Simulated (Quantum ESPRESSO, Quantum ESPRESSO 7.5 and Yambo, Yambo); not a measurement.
## A GW chain in Yambo: InP (F-43m)

Wanted: ground state, empty states, screening and self-energy for InP (F-43m).

Method: PBE and many-body steps on it, plane waves, in Quantum ESPRESSO 7.5 and Yambo 5.3.0.

The database entry behind the starting cell differs from later determinations by our own check (0.1 to 0.3 % short, probably kX units), so it need not match the best structure at ambient conditions.

## Step 1: The starting structure

The structure is cubic, space group F-43m (No. 216). Conventional cell: a = 5.861 Å, b = 5.861 Å, c = 5.861 Å, α = 90.00°, β = 90.00°, γ = 90.00°. Nearest to In lie 4 P at 2.54 Å. P has 4 In at 2.54 Å nearest. Farther neighbours are not listed.

The cell and positions come from the Crystallography Open Database and are kept as given unless a step says otherwise.

## Step 2: Ground state

This step: Quantum ESPRESSO 7.5; DFT, PBE, plane waves, norm-conserving pseudopotentials.

The ground-state density comes first.

Contents of pw.in:

```
&control
  calculation = 'scf'
  prefix = 'x'
  outdir = 'o'
  pseudo_dir = 'pseudo'
/
&system
  ibrav = 0
  nat = 2
  ntyp = 2
  ecutwfc = 80.0
  nbnd = 18
  force_symmorphic = .true.
/
&electrons
  conv_thr = 1e-10
  electron_maxstep = 80
  mixing_beta = 0.5
/
ATOMIC_SPECIES
  In 114.82 In.upf
  P 30.974 P.upf
CELL_PARAMETERS angstrom
  -0.0000000000 2.9305000000 2.9305000000
  2.9305000000 -0.0000000000 2.9305000000
  2.9305000000 2.9305000000 -0.0000000000
ATOMIC_POSITIONS crystal
  In 0.0000000000 0.0000000000 0.0000000000
  P 0.2500000000 0.2500000000 0.2500000000
K_POINTS automatic
  6 6 6 0 0 0
```

Launch:

```sh
$ OMP_NUM_THREADS=1 mpirun -n 8 pw.x -nk 8 -in pw.in > pw.out
```

The program printed:

```text
Program PWSCF v.7.5 starts

     This program is part of the open-source Quantum ESPRESSO suite
     for quantum simulation of materials; please cite
         "P. Giannozzi et al., J. Phys.:Condens. Matter 21 395502 (2009);
         "P. Giannozzi et al., J. Phys.:Condens. Matter 29 465901 (2017);
         "P. Giannozzi et al., J. Chem. Phys. 152 154105 (2020);
     in publications or presentations arising from this work. More details at
     Message from routine setup:
     using ibrav=0 with symmetry is DISCOURAGED, use correct ibrav instead

     G-vector sticks info

     bravais-lattice index     =            0
     lattice parameter (alat)  =       7.8317  a.u.
     unit-cell volume          =     339.6658 (a.u.)^3
     number of atoms/cell      =            2
     number of atomic types    =            2
     number of electrons       =        26.00
     number of Kohn-Sham states=           18
     kinetic-energy cutoff     =      80.0000  Ry
     charge density cutoff     =     320.0000  Ry
     scf convergence threshold =      1.0E-10
     mixing beta               =       0.5000
     number of iterations used =            8  plain     mixing
     Exchange-correlation= PBE
                           (   1   4   3   4   0   0   0)

     celldm(1)=   7.831692  celldm(2)=   0.000000  celldm(3)=   0.000000
     celldm(4)=   0.000000  celldm(5)=   0.000000  celldm(6)=   0.000000

     crystal axes: (cart. coord. in units of alat)
               a(1) = (  -0.000000   0.707107   0.707107 )
               a(2) = (   0.707107  -0.000000   0.707107 )
               a(3) = (   0.707107   0.707107  -0.000000 )

     reciprocal axes: (cart. coord. in units 2 pi/alat)
               b(1) = ( -0.707107  0.707107  0.707107 )
               b(2) = (  0.707107 -0.707107  0.707107 )
               b(3) = (  0.707107  0.707107 -0.707107 )
     Pseudo is Norm-conserving + core correction, Zval = 21.0
     Generated using ONCVPSP code by D. R. Hamann
     Using radial grid of 1964 points,  6 beta functions with:
     Pseudo is Norm-conserving + core correction, Zval =  5.0
     Generated using ONCVPSP code by D. R. Hamann
     Using radial grid of 1298 points,  6 beta functions with:
     In               21.00   114.82000     In( 1.00)
     P                 5.00    30.97400     P ( 1.00)

     24 Sym. Ops. (no inversion) found

   Cartesian axes

     site n.     atom                  positions (alat units)
         1        In     tau(   1) = (   0.0000000   0.0000000   0.0000000  )
         2        P      tau(   2) = (   0.3535534   0.3535534   0.3535534  )

     number of k points=    16
                       cart. coord. in units 2pi/alat
        k(    1) = (   0.0000000   0.0000000   0.0000000), wk =   0.0092593
        k(    2) = (   0.1178511   0.1178511  -0.1178511), wk =   0.0740741
        k(    3) = (   0.2357023   0.2357023  -0.2357023), wk =   0.0740741
        k(    4) = (  -0.3535534  -0.3535534   0.3535534), wk =   0.0370370
        k(    5) = (   0.2357023   0.0000000  -0.0000000), wk =   0.0555556
        k(    6) = (   0.3535534   0.1178511  -0.1178511), wk =   0.2222222
        k(    7) = (  -0.2357023  -0.4714045   0.4714045), wk =   0.2222222
        k(    8) = (  -0.1178511  -0.3535534   0.3535534), wk =   0.2222222
        k(    9) = (   0.0000000  -0.2357023   0.2357023), wk =   0.1111111
        k(   10) = (   0.4714045   0.0000000  -0.0000000), wk =   0.0555556
     [... 4 further rows ...]
        k(   15) = (  -0.1178511  -0.3535534   0.5892557), wk =   0.2222222
        k(   16) = (  -0.7071068   0.2357023   0.0000000), wk =   0.1111111

     Dense  grid:    32743 G-vectors     FFT dimensions: (  45,  45,  45)

     Initial potential from superposition of free atoms

     starting charge      25.9960, renormalised to      26.0000
     Starting wfcs are   17 randomized atomic wfcs +    1 random wfcs

     per-process dynamical memory:    26.4 Mb

     Self-consistent Calculation

     iteration #  1     ecut=    80.00 Ry     beta= 0.50

     Threshold (ethr) on eigenvalues was too large:
     Diagonalizing with lowered threshold

     total energy              =    -412.74719158 Ry
     estimated scf accuracy    <       0.10756269 Ry

     iteration #  2     ecut=    80.00 Ry     beta= 0.50

     total energy              =    -412.77048190 Ry
     estimated scf accuracy    <       0.00817417 Ry

     iteration #  3     ecut=    80.00 Ry     beta= 0.50

     total energy              =    -412.77131043 Ry
     estimated scf accuracy    <       0.00140279 Ry

     iteration #  4     ecut=    80.00 Ry     beta= 0.50

     total energy              =    -412.77135922 Ry
     estimated scf accuracy    <       0.00002996 Ry

     iteration #  5     ecut=    80.00 Ry     beta= 0.50

     total energy              =    -412.77136701 Ry
     estimated scf accuracy    <       0.00000138 Ry

     iteration #  6     ecut=    80.00 Ry     beta= 0.50

     total energy              =    -412.77136749 Ry
     estimated scf accuracy    <       0.00000022 Ry

     iteration #  7     ecut=    80.00 Ry     beta= 0.50

     total energy              =    -412.77136754 Ry
     estimated scf accuracy    <          2.9E-09 Ry

     iteration #  8     ecut=    80.00 Ry     beta= 0.50

     total energy              =    -412.77136755 Ry
     estimated scf accuracy    <          5.7E-10 Ry

     iteration #  9     ecut=    80.00 Ry     beta= 0.50

     End of self-consistent calculation

          k = 0.0000 0.0000 0.0000 (  4111 PWs)   bands (ev):

  -106.7152 -65.1924 -65.1924 -65.1924  -5.8886  -5.8886  -5.8886  -5.7380
    -5.7380  -3.2029   8.3155   8.3155   8.3155   9.0235  12.4042  12.4042
    12.4042  16.9072

          k = 0.1179 0.1179-0.1179 (  4095 PWs)   bands (ev):

  -106.7152 -65.1925 -65.1924 -65.1924  -5.9203  -5.8762  -5.8762  -5.7375
    -5.7375  -2.8900   6.1316   8.0113   8.0113  10.1164  12.8142  12.8433
    12.8433  16.9197

          k = 0.2357 0.2357-0.2357 (  4128 PWs)   bands (ev):

  -106.7152 -65.1926 -65.1925 -65.1925  -5.9792  -5.8565  -5.8565  -5.7310
    -5.7310  -2.0823   3.7500   7.5397   7.5397   9.9694  13.1812  13.1812
    14.5976  17.2294

          k =-0.3536-0.3536 0.3536 (  4092 PWs)   bands (ev):

     [... further k-points ...]

     highest occupied, lowest unoccupied level (ev):     8.3155    9.0235

!    total energy              =    -412.77136755 Ry
     estimated scf accuracy    <          3.9E-12 Ry

     The total energy is the sum of the following terms:
     one-electron contribution =    -293.34663578 Ry
     hartree contribution      =     148.97324680 Ry
     xc contribution           =     -60.28874483 Ry
     ewald contribution        =    -208.10923374 Ry

     convergence has been achieved in   9 iterations

     XML data file, charge density, pseudopotentials, collected wavefunctions

=------------------------------------------------------------------------------=
   JOB DONE.
=------------------------------------------------------------------------------=
```

The job ended after 3.2 s (8 MPI ranks of Arm Neoverse V2, shared host; peak memory 0.52 GiB; 25 s of CPU time).

Numbers from this step:

```yaml
total_energy: -5616.0406 eV
gap: 0.7080 eV
k_of_the_valence_top: 0, 0, 0
k_of_the_conduction_bottom: 0, 0, 0
least_direct_gap: 0.7080 eV
```

The gap is direct, at Γ.

## Step 3: Bands along the symmetry lines

The cheap functional maps the bands first; the places of the edges decide which points the dearer methods must see.

Contents of pw.in:

```
&control
  calculation = 'bands'
  prefix = 'x'
  outdir = 'o'
  pseudo_dir = 'pseudo'
/
&system
  ibrav = 0
  nat = 2
  ntyp = 2
  ecutwfc = 80.0
  nbnd = 19
  force_symmorphic = .true.
/
&electrons
  conv_thr = 1e-9
  electron_maxstep = 80
  diago_full_acc = .true.
  diago_thr_init = 5e-6
/
ATOMIC_SPECIES
  In 114.82 In.upf
  P 30.974 P.upf
CELL_PARAMETERS angstrom
  -0.0000000000 2.9305000000 2.9305000000
  2.9305000000 -0.0000000000 2.9305000000
  2.9305000000 2.9305000000 -0.0000000000
ATOMIC_POSITIONS crystal
  In 0.0000000000 0.0000000000 0.0000000000
  P 0.2500000000 0.2500000000 0.2500000000
K_POINTS crystal
  50
  0.00000000 0.00000000 0.00000000 1
  -0.06250000 -0.06250000 0.00000000 1
  -0.12500000 -0.12500000 0.00000000 1
  -0.18750000 -0.18750000 0.00000000 1
  -0.25000000 -0.25000000 0.00000000 1
  -0.31250000 -0.31250000 0.00000000 1
  -0.37500000 -0.37500000 0.00000000 1
  -0.43750000 -0.43750000 0.00000000 1
  -0.50000000 -0.50000000 0.00000000 1
  -0.48437500 -0.48437500 0.03125000 1
  -0.46875000 -0.46875000 0.06250000 1
  -0.45312500 -0.45312500 0.09375000 1
  -0.43750000 -0.43750000 0.12500000 1
  -0.42187500 -0.42187500 0.15625000 1
  -0.40625000 -0.40625000 0.18750000 1
  -0.39062500 -0.39062500 0.21875000 1
  -0.37500000 -0.37500000 0.25000000 1
  -0.37500000 0.00000000 0.37500000 1
  -0.32812500 0.00000000 0.32812500 1
  -0.28125000 0.00000000 0.28125000 1
  -0.23437500 0.00000000 0.23437500 1
  -0.18750000 0.00000000 0.18750000 1
  -0.14062500 0.00000000 0.14062500 1
  -0.09375000 0.00000000 0.09375000 1
  -0.04687500 0.00000000 0.04687500 1
  0.00000000 0.00000000 0.00000000 1
  0.00000000 0.00000000 0.06250000 1
  0.00000000 0.00000000 0.12500000 1
  0.00000000 0.00000000 0.18750000 1
  0.00000000 0.00000000 0.25000000 1
  0.00000000 0.00000000 0.31250000 1
  0.00000000 0.00000000 0.37500000 1
  0.00000000 0.00000000 0.43750000 1
  -0.00000000 -0.00000000 0.50000000 1
  -0.06250000 -0.03125000 0.46875000 1
  -0.12500000 -0.06250000 0.43750000 1
  -0.18750000 -0.09375000 0.40625000 1
  -0.25000000 -0.12500000 0.37500000 1
  -0.31250000 -0.15625000 0.34375000 1
  -0.37500000 -0.18750000 0.31250000 1
  -0.43750000 -0.21875000 0.28125000 1
  -0.50000000 -0.25000000 0.25000000 1
  -0.50000000 -0.28125000 0.21875000 1
  -0.50000000 -0.31250000 0.18750000 1
  -0.50000000 -0.34375000 0.15625000 1
  -0.50000000 -0.37500000 0.12500000 1
  -0.50000000 -0.40625000 0.09375000 1
  -0.50000000 -0.43750000 0.06250000 1
  -0.50000000 -0.46875000 0.03125000 1
  -0.50000000 -0.50000000 0.00000000 1
```

The program printed:

```text
[banner, memory and clock lines left out]
Program PWSCF v.7.5 starts

     Atomic positions and unit cell read from directory:
     o/x.save/

     Message from routine setup:
     using ibrav=0 with symmetry is DISCOURAGED, use correct ibrav instead

     G-vector sticks info

     bravais-lattice index     =            0
     lattice parameter (alat)  =       7.8317  a.u.
     unit-cell volume          =     339.6658 (a.u.)^3
     number of atoms/cell      =            2
     number of atomic types    =            2
     number of electrons       =        26.00
     number of Kohn-Sham states=           19
     kinetic-energy cutoff     =      80.0000  Ry
     charge density cutoff     =     320.0000  Ry
     Exchange-correlation= PBE
                           (   1   4   3   4   0   0   0)

     celldm(1)=   7.831692  celldm(2)=   0.000000  celldm(3)=   0.000000
     celldm(4)=   0.000000  celldm(5)=   0.000000  celldm(6)=   0.000000

     crystal axes: (cart. coord. in units of alat)
               a(1) = (  -0.000000   0.707107   0.707107 )
               a(2) = (   0.707107  -0.000000   0.707107 )
               a(3) = (   0.707107   0.707107  -0.000000 )

     reciprocal axes: (cart. coord. in units 2 pi/alat)
               b(1) = ( -0.707107  0.707107  0.707107 )
               b(2) = (  0.707107 -0.707107  0.707107 )
               b(3) = (  0.707107  0.707107 -0.707107 )
     Pseudo is Norm-conserving + core correction, Zval = 21.0
     Generated using ONCVPSP code by D. R. Hamann
     Using radial grid of 1964 points,  6 beta functions with:
     Pseudo is Norm-conserving + core correction, Zval =  5.0
     Generated using ONCVPSP code by D. R. Hamann
     Using radial grid of 1298 points,  6 beta functions with:
     In               21.00   114.82000     In( 1.00)
     P                 5.00    30.97400     P ( 1.00)

     24 Sym. Ops. (no inversion) found

   Cartesian axes

     site n.     atom                  positions (alat units)
         1        In     tau(   1) = (   0.0000000   0.0000000   0.0000000  )
         2        P      tau(   2) = (   0.3535534   0.3535534   0.3535534  )

     number of k points=    50
                       cart. coord. in units 2pi/alat
        k(    1) = (   0.0000000   0.0000000   0.0000000), wk =   0.0400000
        k(    2) = (   0.0000000   0.0000000  -0.0883883), wk =   0.0400000
        k(    3) = (   0.0000000   0.0000000  -0.1767767), wk =   0.0400000
[...]
[... 38 further rows ...]
        k(   49) = (   0.0441942  -0.0000000  -0.7071068), wk =   0.0400000
        k(   50) = (   0.0000000   0.0000000  -0.7071068), wk =   0.0400000

     Dense  grid:    32743 G-vectors     FFT dimensions: (  45,  45,  45)

     The potential is recalculated from file :
     o/x.save/charge-density

     Starting wfcs are   17 randomized atomic wfcs +    2 random wfcs

     Band Structure Calculation

     End of band structure calculation

          k = 0.0000 0.0000 0.0000 (  4111 PWs)   bands (ev):

  -106.7152 -65.1925 -65.1925 -65.1925  -5.8886  -5.8886  -5.8886  -5.7380
    -5.7380  -3.2029   8.3155   8.3155   8.3155   9.0235  12.4042  12.4042
    12.4042  16.9072  17.7286

          k = 0.0000 0.0000-0.0884 (  4103 PWs)   bands (ev):

  -106.7152 -65.1925 -65.1925 -65.1925  -5.8974  -5.8848  -5.8848  -5.7395
[...]
12.6067  17.0901  17.2618

          k = 0.0000 0.0000-0.1768 (  4100 PWs)   bands (ev):

[...]
13.1364  16.1163  17.8741

          k =-0.0000 0.0000-0.2652 (  4084 PWs)   bands (ev):

[...]
k = 0.0000 0.0000-0.3536 (  4088 PWs)   bands (ev):

[...]
k = 0.0000-0.0000-0.4419 (  4092 PWs)   bands (ev):

[...]
k =-0.0000 0.0000-0.5303 (  4100 PWs)   bands (ev):

[...]
k = 0.0000-0.0000-0.6187 (  4100 PWs)   bands (ev):

[...]
k = 0.5303-0.0000-0.5303 (  4103 PWs)   bands (ev):

[...]
k = 0.0000 0.0000 0.0000 (  4111 PWs)   bands (ev):

[...]
k = 0.1326 0.0000-0.7071 (  4114 PWs)   bands (ev):

[...]
k = 0.0884-0.0000-0.7071 (  4118 PWs)   bands (ev):

[...]
k = 0.0442-0.0000-0.7071 (  4116 PWs)   bands (ev):

[...]
17.6970  18.0122  19.1705

          k = 0.0000 0.0000-0.7071 (  4088 PWs)   bands (ev):

  -106.7152 -65.1927 -65.1925 -65.1925  -6.0730  -5.7891  -5.7842  -5.7842
    -5.7030  -0.8270   2.5637   5.9959   5.9959  10.0755  10.5818  17.5427
    17.9010  17.9010  19.0944

     XML data file, pseudopotentials, collected wavefunctions
```

The job ended after 2.9 s (8 MPI ranks; peak memory 0.42 GiB).

This step gave:

* gap: 0.7080 eV
* k of the valence top: 0, 0, 0
* k of the conduction bottom: 0, 0, 0
* least direct gap: 0.7080 eV

The gap is 0.708 eV, as in the run before at this level.

The electronic bands at the labelled points (eV, zero at the top of the highest filled band):

| point | band 10 | band 11 | band 12 | band 13 | band 14 | band 15 | band 16 | band 17 |
| --- | --- | --- | --- | --- | --- | --- | --- | --- |
| Γ | -11.52 | 0.00 | 0.00 | 0.00 | 0.71 | 4.09 | 4.09 | 4.09 |
| halfway | -10.62 | -3.34 | -1.41 | -1.41 | 2.49 | 3.13 | 6.38 | 6.38 |
| X | -9.14 | -5.75 | -2.32 | -2.32 | 1.76 | 2.27 | 9.23 | 9.59 |
| halfway | -9.13 | -5.71 | -2.75 | -2.22 | 2.04 | 2.87 | 8.40 | 8.71 |
| U | -9.15 | -5.61 | -3.30 | -1.94 | 2.36 | 4.39 | 7.52 | 7.54 |
| jump to K | -9.15 | -5.61 | -3.30 | -1.94 | 2.36 | 4.39 | 7.52 | 7.54 |
| halfway | -10.53 | -3.80 | -2.01 | -0.57 | 2.84 | 4.69 | 4.99 | 5.22 |
| Γ | -11.52 | 0.00 | 0.00 | 0.00 | 0.71 | 4.09 | 4.09 | 4.09 |
| halfway | -10.84 | -3.44 | -0.56 | -0.56 | 1.79 | 4.79 | 4.79 | 5.33 |
| L | -9.80 | -5.73 | -0.97 | -0.97 | 1.50 | 4.81 | 4.81 | 7.12 |
| halfway | -9.48 | -5.54 | -2.69 | -1.63 | 3.17 | 4.18 | 5.88 | 7.23 |
| W | -9.06 | -5.60 | -2.95 | -2.91 | 4.29 | 4.38 | 5.57 | 6.21 |
| halfway | -9.10 | -5.68 | -2.65 | -2.64 | 2.69 | 3.10 | 7.66 | 7.75 |
| X | -9.14 | -5.75 | -2.32 | -2.32 | 1.76 | 2.27 | 9.23 | 9.59 |

The electronic bands as a text plot (rows in eV, shown from -8.0 to 6.7 only):

```
    6.4 |     ++            ++                 +         ++++
    5.8 |    +              ++               ++      ++++ ++
    5.2 |                  ++++++++         +     +++    +
    4.6 | +++             +     ++++++   +++++++++++++  +++
    4.0 |++              +       ++++++++++           ++++ ++
    3.3 |  ++ ++        +                             ++    ++
    2.7 |    ++++++    +   ++++++++                  +       +++
    2.1 |  ++   +++++++++++        ++      +        +         +++
    1.5 | +        +++               +   ++ ++++++++
    0.9 |+                            +++
    0.3 |*                           ***
   -0.3 | ***                   ******  *****
   -1.0 | *  *                **   ***       ********
   -1.6 |  ** ****         ***   ****    **         ***
   -2.2 |    *    *********     *                    * **      **
   -2.8 |              **     ** **        *          ** ******
   -3.4 |     **         *****              *           **
   -4.0 |       **              *            **
   -4.6 |                     **
   -5.2 |         ***      ***                 **     ***
   -5.9 |            ******                      *****   ********
   -6.5 |
   -7.1 |
   -7.7 |
         Γ           X  U|K            Γ         L        W     X
```

(Part 1 of 2 ends here.)

[Paths, hosts, dates, memory and timing lines, banners, echoed tables and standing remarks are left out of the program output.]

[Logs are printed without paths, hosts, clocks, repeated set-up lines and the standing remarks that a program may print on its own settings, such as how far it seeks lower states.]

[Runs of the session that timed out or met a known fault of the program may be left out.]

[Hosts, paths, dates, database ids (printed as entryN), source tags and the programs' standing remarks are cut or masked in the printed files.]
